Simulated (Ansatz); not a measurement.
**GaAs: computed DOS**

Space group F-43m (No. 216). a = 5.654 Å, b = 5.654 Å, c = 5.654 Å, α = 90.00°, β = 90.00°, γ = 90.00°
```tsv
atom	site	symmetry	x	y	z
Ga	4a	-43m	0.0000	0.0000	0.0000
As	4c	-43m	0.2500	0.2500	0.2500
```

The runs use the primitive cell with vectors (0.000, 2.827, 2.827), (2.827, 0.000, 2.827), (2.827, 2.827, 0.000) Å, to which the k mesh refers.

The cell is COD entry 9008845, as deposited and not checked against the literature; nothing was relaxed.

Method: DFT, PBE, all-electron LAPW, scalar-relativistic (Ansatz 0.2.0).

The runs use a Γ-centred 10×10×10 k mesh, Fermi–Dirac smearing of 0.08 eV, basis error target 1 meV/atom, no spin polarisation.

(1) Which of the resolved shells contributes most in the top eV of the valence band?

(2) Tabulate the density of states.

Answers

(1) As 4p, with 76 % of all states there; Ga 4p follows with 21 %.

(2) States per eV and cell, averaged over 0.6 eV, from -7.1 to 2.9 eV, with energies (bin centres) from the valence-band top; empty bins are left out. The partial columns, the largest 4 alone, are projections on Löwdin-orthogonalised atomic shells (those that the program's projection atoms carry: the occupied ones and, for some elements, an empty d or f shell; other empty shells have no column), summed over atoms of an element. Weights on diffuse s and p shells depend on that basis and aren't pure angular character.
```
E (eV)  total  As 4p  Ga 4p  Ga 4s  As 4s
  -6.9   0.28   0.13   0.00   0.14   0.00
  -6.3   1.62   0.72   0.13   0.67   0.08
  -5.7   0.54   0.24   0.05   0.19   0.06
  -5.1   0.32   0.15   0.03   0.10   0.04
  -4.5   0.22   0.10   0.02   0.06   0.03
  -3.9   0.64   0.36   0.20   0.05   0.03
  -3.3   1.16   0.67   0.38   0.06   0.03
  -2.7   1.48   0.90   0.49   0.05   0.02
  -2.1   1.50   0.96   0.47   0.04   0.02
  -1.5   1.38   0.94   0.39   0.02   0.01
  -0.9   0.69   0.50   0.16   0.01   0.00
  -0.3   0.18   0.14   0.03   0.00   0.00
   0.9   0.01   0.00   0.00   0.00   0.00
   1.5   0.30   0.05   0.09   0.08   0.05
   2.1   1.33   0.33   0.40   0.32   0.17
   2.7   1.54   0.44   0.44   0.36   0.16
```
